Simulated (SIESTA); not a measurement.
## As in SIESTA: the effect of functional

Crystal: As.

```
As
1.0
     2.70368    0.00000    0.00000
     0.00000    2.70368    0.00000
     0.00000    0.00000    2.70368
As
1
Direct
  0.50000 0.50000 0.50000
```

This isn't the form of As at room conditions, which is rhombohedral.

Alike in all runs:

```yaml
Program: SIESTA 5.4.2
Task: relaxation of cell and atoms
Basis: DZP (energy shift 0.003 Ry; two zetas on semicore shells)
Grid_cutoff: 500 Ry
Energy_shift: 0.003 Ry
k_mesh: 7 × 7 × 7
Occupations: fermi-dirac, width 0.05 eV
Spin: no spin polarisation
```

Each run relaxes the cell or the atoms first.

```csv
functional,potentials or basis,relaxed volume (Å³/atom)
LDA,PseudoDojo 0.4 standard (LDA files),?
PBEsol,PseudoDojo 0.4 standard (PBEsol files),20.12
AM05,PseudoDojo 0.4 standard (PBEsol files),20.01
WC,PseudoDojo 0.4 standard (PBEsol files),20.27
PBE,PseudoDojo 0.4 standard (PBE files),21.15
PW91,PseudoDojo 0.4 standard (PBE files),21.22
revPBE,PseudoDojo 0.4 standard (PBE files),21.53
RPBE,PseudoDojo 0.4 standard (PBE files),21.68
BLYP,PseudoDojo 0.4 standard (PBE files),22.86
```

**Question.** What does the run with functional LDA give?

**Answer.** Relaxed volume 19.76 Å³/atom.

Caveats: the basis of atomic orbitals isn't converged, which shifts pressures, moduli and gaps; the potentials were made for another functional, which shifts forces and pressure (some runs); the relaxation stopped at its first step, so nothing moved (some runs); the volume moved by over 15 % at a fixed basis, so the end points are rough (some runs).
